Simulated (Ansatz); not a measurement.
## Two states of EuS

```
Eu S
1.0
     3.02434    6.04869    3.02434
     3.02434    0.00000    3.02434
    -3.02434    0.00000    3.02434
Eu S
2 2
Cartesian
  0.0000 0.0000 0.0000
  0.0000 3.0243 3.0243
  0.0000 0.0000 3.0243
  3.0243 3.0243 3.0243
```

Method: PBEsol, with U_eff = 3.25 eV on Eu f (all-electron-ortho-atomic projectors); PAW, plane waves to 420 eV, 6×6×6 Γ-centred mesh, fermi-dirac occupations (width 0.1 eV) (Ansatz 0.2.0), atoms fixed.

State A: Eu1 up, Eu2 down (collinear spin). State B: Eu1 up, Eu2 up (collinear spin).

**Question.** Compare the two self-consistent states.

**Answer.** State B is lower by 6.0 meV an atom at zero smearing. So small a gap isn't resolved on this mesh where a state is a metal.

| state | free energy (meV/atom) | largest moment in a small sphere (μB) | net moment (μB/cell) | gap on mesh (eV) | pressure (GPa) | largest force (eV/Å) |
| --- | --- | --- | --- | --- | --- | --- |
| A | 6.3 | 6.84 | 0.00 | 0.46 | -4.7 | 0.00 |
| B | 0.0 | 6.85 | 14.00 | 0.09 (under the smearing) | -4.9 | 0.00 |

Origin: a database entry at a rescaled volume. Caveats: another magnetic order, which this cell may not hold, can open a gap; the k mesh is coarse if the cell is a metal.
